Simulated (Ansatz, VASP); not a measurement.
## Two plane-wave programs on Mo

```
Mo
1.0
     2.57421    0.00000    0.00000
    -1.28711    2.22933    0.00000
     0.00000    0.00000    2.88542
Mo
1
Direct
  0.00000 0.00000 0.50000
```

Alike in both runs: task single point; functional PBE; k mesh 24 × 24 × 20; occupations gaussian, width 0.15 eV; no spin polarisation.

|  | VASP | Ansatz |
| --- | --- | --- |
| version | VASP 6.6.1 | Ansatz 0.2.0 |
| potentials or method | VASP PAW PBE potentials, release 64 (Mo_sv) | scalar-relativistic, plane waves, PAW |
| plane-wave cutoff (eV) | 520 | 420 |
| valence electrons in the cell | 14 | 14 |

Ansatz gave:

```
gap on the k mesh at the Fermi level (eV)       : none
pressure (GPa)                                  : 13.7
largest component of the traceless stress (GPa) : 27.54
```

**Question.** What did VASP give for the same quantities?

**Answer.** gap on the k mesh at the Fermi level (eV): none; pressure (GPa): 14.3; largest component of the traceless stress (GPa): 27.85.

A gap of «none» marks a metal or a gap that the smearing closes. With one functional, cell and mesh, what is left measures potentials, basis and numerics.
